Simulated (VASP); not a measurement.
A run of VASP 6.6.1:

INCAR

```
SYSTEM = Pm
PREC = Accurate ; ENCUT = 520
EDIFF = 1E-7 ; ISMEAR = -1
SIGMA = 0.05 ; LREAL = .False.
LASPH = .True. ; NELM = 100
ALGO = Normal ; ISIF = 2
LWAVE = .False. ; LCHARG = .False.
ISPIN = 2 ; MAGMOM = 4
LORBIT = 11 ; LMAXMIX = 6
GGA = PE ; NBANDS = 18
```

The input KPOINTS:

```
Automatic mesh
0
Gamma
  9 9 9
  0 0 0
```

File POSCAR:

```
Pm
1.0
    0.0000000000      2.5841748100      2.5841748100
    2.5841748100      0.0000000000      2.5841748100
    2.5841748100      2.5841748100      0.0000000000
Pm
1
Direct
    0.0000000000      0.0000000000      0.0000000000
```

Potentials or basis: VASP PAW PBE potentials, release 64 (Pm).

Command:

```bash
$ cat potpaw_PBE.64/Pm/POTCAR > POTCAR
$ mpirun -np 1 vasp_std > vasp.out
```

Hardware: 1 thread of Intel(R) Xeon(R) Platinum 8488C (Sapphire Rapids), with other jobs on the host.

Estimate the wall time of this run.

Run time: 96 s on 1 thread of Intel(R) Xeon(R) Platinum 8488C (Sapphire Rapids), with other jobs on the host, peak memory 0.19 GiB. Counts: scf iterations 19, k points 35.
